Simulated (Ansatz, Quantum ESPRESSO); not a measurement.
# TiSi2: 3 runs at one level of theory

```xyz
6
Lattice="1.7651 -6.7593 0.0000 1.7651 6.7593 0.0000 0.0000 0.0000 3.5652" Properties=species:S:1:pos:R:3 pbc="T T T"
Ti    1.7651    5.3653    0.8913
Ti    1.7651   -5.3653    2.6739
Si    1.7651   -3.3839    0.8913
Si    1.7651    3.3839    2.6739
Si    1.7651    0.7875    0.8913
Si    1.7651   -0.7875    2.6739
```

The cell comes from a database or a generator and needn't be the stable form of this composition.

Alike in all runs: task band structure; functional PBEsol; k mesh 8 × 8 × 8; occupations fermi-dirac, width 0.05 eV; no spin polarisation; no spin-orbit coupling. Pressure is positive in compression and, in plane waves, holds the error of the finite cutoff, which Ansatz's Pulay term estimates and takes out.

```csv
program and potentials,plane-wave cutoff (eV),notes,pressure (GPa),largest force (eV/Å)
"Ansatz, Ansatz PAW",420,"potentials made for PBE, which Ansatz adapts in part; Pulay term of +0.03 GPa included",-2.18,0.204
"Ansatz, all-electron LAPW, scalar-relativistic",-,-,-2.19,0.201
"Quantum ESPRESSO, GBRV 1.5 PBEsol",612,-,-2.22,0.200
```

Force on atom 6 (Si), eV/Å:

```json
{"program and potentials": "Ansatz, Ansatz PAW", "x": "0.000", "y": "-0.204", "z": "0.000"}
{"program and potentials": "Ansatz, all-electron LAPW, scalar-relativistic", "x": "0.000", "y": "-0.201", "z": "0.000"}
{"program and potentials": "Quantum ESPRESSO, GBRV 1.5 PBEsol", "x": "0.000", "y": "-0.200", "z": "0.000"}
```

The pressure spans -2.22 (Quantum ESPRESSO, GBRV 1.5 PBEsol) to -2.18 GPa (Ansatz, Ansatz PAW), with all-electron results at -2.19.

Differences between rows come from potentials, basis sets and numerical settings, since the functional is the same but for its coding. Runs on potential files found faulty are left out.
